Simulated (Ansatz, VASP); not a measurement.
## Ag in VASP and in Ansatz

```xyz
1
Lattice="0.0000 2.0563 2.0563 2.0563 0.0000 2.0563 2.0563 2.0563 0.0000" Properties=species:S:1:pos:R:3 pbc="T T T"
Ag    0.0000    0.0000    0.0000
```

Change from the starting cell: volume scaled by 1.02.

Alike in both runs: task single point; functional PBEsol; k mesh 11 × 11 × 11; occupations fermi-dirac, width 0.05 eV; no spin polarisation.

|  | VASP | Ansatz |
| --- | --- | --- |
| version | VASP 6.6.1 | Ansatz 0.2.0 |
| potentials or method | VASP PAW PBE potentials, release 64 (Ag) | Ansatz PAW |
| plane-wave cutoff (eV) | 520 | 420 |
| valence electrons in the cell | 11 | 19 |

```tsv
	VASP	Ansatz	Ansatz less VASP
gap on the k mesh at the Fermi level (eV)	none	none	-
pressure (GPa)	-5.0	-4.8	+0.16
```

A gap of «none» marks a metal or a gap that the smearing closes. The two sets of potentials don't hold the same shells in valence.

Caveats: the PAW data sets were made with another functional, which shifts forces and pressure a little (VASP); the PAW data sets come from PBE, with cores solved anew for the run's functional, which leaves a small shift of forces and pressure (Ansatz).
